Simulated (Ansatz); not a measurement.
# PbTe: band gap under strain

Aim: follow the gap of PbTe in the rocksalt structure through these states: no strain; -4.0 % biaxial strain in x and y, free along z; -3.0 % biaxial strain in x and y, free along z. The table at the end shows which levels were run.

Program: Ansatz 0.2.0. PAW datasets, plane waves. No spin polarisation and no zero-point or thermal motion.

## Step 1: The structure to begin with

The unstrained cell was relaxed with r2SCAN; in each strained cell the atoms were relaxed again with r2SCAN. Names of k-points are those of the unstrained zone, where strain can split equivalent points. First state: no strain.

Space group Fm-3m (No. 225), cubic; conventional cell a = 6.536 Å, 34.90 Å³ an atom. Pb has 6 Te at 3.27 Å; Te has 6 Pb at 3.27 Å.

Structure file:

```cif
data_structure
_symmetry_space_group_name_H-M 'Fm-3m'
_symmetry_Int_Tables_number 225
_cell_length_a 6.5357
_cell_length_b 6.5357
_cell_length_c 6.5357
_cell_angle_alpha 90.000
_cell_angle_beta 90.000
_cell_angle_gamma 90.000
_cell_volume 279.17
loop_
_atom_site_label
_atom_site_type_symbol
_atom_site_symmetry_multiplicity
_atom_site_Wyckoff_symbol
_atom_site_fract_x
_atom_site_fract_y
_atom_site_fract_z
_atom_site_occupancy
Pb1 Pb 4 a 0.00000 0.00000 0.00000 1
Te1 Te 4 b 0.50000 0.00000 0.00000 1
```

## Step 2: No strain: PBE

input.yaml reads:

```yaml
crystal:
  lattice:
    - [0.0, 3.2678368488, 3.2678368488]
    - [3.2678368488, 0.0, 3.2678368488]
    - [3.2678368488, 3.2678368488, 0.0]
  atoms:
    - { symbol: Pb, position: [0.0, 0.0, 0.0] }
    - { symbol: Te, position: [0.5, 0.5, 0.5] }
kpoints:
  mp_grid: { grid: [8, 8, 8] }
  band_path:
    path:
      - [0.0, 0.0, 0.0]
      - [0.5, 0.0, 0.5]
      - [0.625, 0.25, 0.625]
      - [0.375, 0.375, 0.75]
      - [0.5, 0.5, 0.5]
      - [0.5, 0.25, 0.75]
      - [0.0, 0.0, 0.5]
    npoints: 1
hamiltonian:
  xc: pbe
scf:
  occupations: { method: fermi_dirac, width: 0.02 }
  n_extra_bands: 4
output:
  forces: true
  stress: true
  eigenvalues: true
```

Run with:

```sh
$ ansatz run input.yaml --threads 2 --pin off --max-ram 29491MiB --backend cpu --events-out ev --progress --plain --runs-dir out
```

The runs that follow: No strain: r2SCAN; No strain: HSE06; No strain: r2SCAN+SOC; No strain: r2SCAN; No strain: G0W0@PBE; -4.0 % biaxial strain in x and y, free along z: PBE; -4.0 % biaxial strain in x and y, free along z: r2SCAN; -4.0 % biaxial strain in x and y, free along z: HSE06; -4.0 % biaxial strain in x and y, free along z: r2SCAN+SOC; -4.0 % biaxial strain in x and y, free along z: r2SCAN; -4.0 % biaxial strain in x and y, free along z: G0W0@PBE; -3.0 % biaxial strain in x and y, free along z: PBE; -3.0 % biaxial strain in x and y, free along z: r2SCAN; -3.0 % biaxial strain in x and y, free along z: HSE06; -3.0 % biaxial strain in x and y, free along z: r2SCAN+SOC; -3.0 % biaxial strain in x and y, free along z: r2SCAN; -3.0 % biaxial strain in x and y, free along z: G0W0@PBE.

Before running it: what results should come out?

**Answer**, as computed:

Least gap in eV (negative: overlap), with the change from the unstrained cell in brackets. G0W0 is on its own coarse mesh.

```
                                         state  volume change (%)           PBE        r2SCAN         HSE06          G0W0
                                     no strain               +0.0          0.80          1.09          1.20          1.05
-4.0 % biaxial strain in x and y, free along z               -7.4  0.52 (-0.28)  0.76 (-0.33)  0.87 (-0.33)  0.71 (-0.34)
-3.0 % biaxial strain in x and y, free along z               -5.6  0.62 (-0.18)  0.88 (-0.21)  0.99 (-0.21)  0.83 (-0.22)
```

The largest move of the HSE06 gap in the table is -0.326 eV, under -4.0 % biaxial strain in x and y, free along z. PBE and HSE06 differ by 0.40 eV on the unstrained gap, and by at most 0.04 eV on its change: PBE follows the response to strain far better than the gap itself. Spin-orbit coupling is left out of the table, though the cell holds Pb (Z = 82); in an element this heavy it can shift bands and gaps by tenths of an eV. The G0W0 figures hold for the stated bands, cutoff and mesh and aren't extrapolated.
